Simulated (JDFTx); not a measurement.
The system is GaP.

```
CELL_PARAMETERS angstrom
0.00000 2.72525 2.72525
2.72525 0.00000 2.72525
2.72525 2.72525 0.00000
ATOMIC_POSITIONS crystal
Ga 0.00000 0.00000 0.00000
P 0.75000 0.75000 0.75000
```

| Quantity | Value |
| --- | --- |
| Program | JDFTx 1.7.0 (patched build) |
| Task | single point |
| Functional | PBE |
| Potentials or basis | PseudoDojo-SR-PBE-0.5-standard |
| Cutoff | 1088 eV |
| Density cutoff | 4354 eV |
| k mesh | 8 × 8 × 8 |
| Occupations | fermi-dirac, width 0.05 eV |
| Spin | no spin polarisation |

On this cell: pressure 2.6 GPa; largest force zero by symmetry; band gap on the k mesh 1.64 eV, indirect (least direct gap 1.82 eV).

The same run follows on a disturbed copy (atoms moved at random, drawn with an rms of 0.05 Å):

```xyz
2
Lattice="0.0000 2.7252 2.7252 2.7252 0.0000 2.7252 2.7252 2.7252 0.0000" Properties=species:S:1:pos:R:3 pbc="T T T"
Ga    0.0046    0.0437   -0.0466
P     4.0877    4.0891    4.0736
```

**Question.** What does the disturbed cell give?

**Answer.** The energy moves by +7.4 meV/atom; pressure 2.7 GPa; largest force 0.556 eV/Å; band gap on the k mesh 1.44 eV, indirect (least direct gap 1.67 eV).

Forces in eV/Å, atoms in the order of the input:
```
Ga  -0.092 -0.434  0.334
P    0.091  0.435 -0.334
```

Stress tensor (GPa, compression positive):
```
 2.73  1.04 -1.35
 1.04  2.65 -0.28
-1.35 -0.28  2.68
```

Caveats: the empty levels aren't tightly converged; forces may be off by hundredths of an eV/Å (some runs).

A k mesh can miss the band edges.
